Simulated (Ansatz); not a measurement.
# Ti under changes of volume

One of the cells (17.636 Å³/atom); the others are scaled copies at fixed shape and fractional positions:

```
Ti
1.0
     2.95000    0.00000    0.00000
    -1.47500    2.55477    0.00000
     0.00000    0.00000    4.68000
Ti
2
Direct
  0.66667 0.33333 0.75000
  0.33333 0.66667 0.25000
```

| Quantity | Value |
| --- | --- |
| Program | Ansatz 0.2.0 |
| Functional | r2SCAN |
| Potentials or basis | Ansatz PAW |
| Cutoff | 500 eV (not typed: the program's choice for these potentials) |
| k mesh | 10 × 10 × 6 |
| Occupations | fermi-dirac, width 0.05 eV |
| Spin | no spin polarisation |

```tsv
volume (Å³/atom)	energy over the lowest point (meV/atom)	pressure (GPa)
16.577	12.35	5.5
16.930	3.25	2.8
17.283	0.00	0.2
17.636	?	?
17.988	9.13	-4.2
18.341	20.57	-6.1
18.694	36.04	-7.9
```

**Question.** What does the run at 17.636 Å³/atom give?

**Answer.** Energy over the lowest point 2.12 meV/atom; pressure -2.1 GPa.

Worked out: A Birch-Murnaghan fit of order 3 (a polynomial in V^(-2/3)) to the other rows has its minimum at 17.31 Å³/atom with B0 = V·E''(V) = 118 GPa and B' = 3.6 at fixed shape and positions, which overstates the stiffness. It gives 2.15 meV/atom at 17.636 Å³/atom, against the run's 2.12, and -dE/dV = -2.1 GPa, against -2.1.

Energies are extrapolated to zero smearing.

Caveats: the PAW data sets come from PBE, with cores solved anew for the run's functional, which leaves a small shift of forces and pressure.
